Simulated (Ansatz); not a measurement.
One input, then a changed one: MgO (rocksalt type)

First run: DFT, PBE, all-electron LAPW, scalar-relativistic (Ansatz 0.2.0).

Command: `ansatz run input.yaml --threads 1 --pin off --max-ram 2048MiB --backend cpu --events-out ev --progress --plain --runs-dir out` It took 11 s on 1 thread of Arm Neoverse V2, with other jobs on the host, peak memory 0.35 GiB.

```yaml
crystal:
  lattice:
    - [0.0, 1.832942108, 1.832942108]
    - [1.832942108, 0.0, 1.832942108]
    - [1.832942108, 1.832942108, 0.0]
  atoms:
    - { symbol: Mg, position: [0.0, 0.0, 0.0] }
    - { symbol: O, position: [0.5, 0.5, 0.5] }
kpoints:
  mp_grid: { grid: [15, 15, 15] }
scf:
  occupations: { method: fermi_dirac, width: 0.05 }
hamiltonian:
  xc: pbe
  pseudopotentials: { kind: all_electron, lapw: { basis_error: 0.001 } }
output:
  forces: true
  stress: true
  eigenvalues: true
  populations: true
```

The cell comes from a relaxation on PAW files under the same functional, begun from a prototype that needn't be the stable phase.

This run: volume at 0.64 of the series' base cell.

It converges in 7 SCF iterations at a pressure of 166.0 GPa.

The input is then changed:

```diff
 scf:
-  occupations: { method: fermi_dirac, width: 0.05 }
+  occupations: { method: methfessel_paxton, width: 0.01 }
+  n_extra_bands: 8
+  mixing: { algorithm: msr1, beta: 0.2, ndim: 8 }
 hamiltonian:
```

Q: What does the second run give?

A: It converges in 7 SCF iterations at a pressure of 166.0 GPa, free energy 0.0 meV/atom against the first run's.
